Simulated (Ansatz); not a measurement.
# ZnO (P6_3mc) at 2 levels of theory

One geometry, relaxed with PBE; plane waves with PAW potentials in Ansatz, scalar-relativistic. No spin polarisation. Gaps are the least over mesh and band path; pressure is positive in compression, and isn't given for hybrids.

```
Zn O
1.0
     3.27953    0.00000    0.00000
    -1.63976    2.84016    0.00000
     0.00000    0.00000    5.29291
Zn O
2 2
Direct
  0.33333 0.66667 0.00149
  0.66667 0.33333 0.50149
  0.33333 0.66667 0.38061
  0.66667 0.33333 0.88061
```

```csv
level,cutoff (eV),k mesh,gap (eV),pressure (GPa)
PBE,420,12×12×6,0.74,0.0
```

Task: What comes out on the same cell with HSE06?

Result:
```
level  cutoff (eV)  k mesh  gap (eV)  pressure (GPa)
HSE06          420   6×6×4      2.43               -
```

It was relaxed from a measured cell (COD).
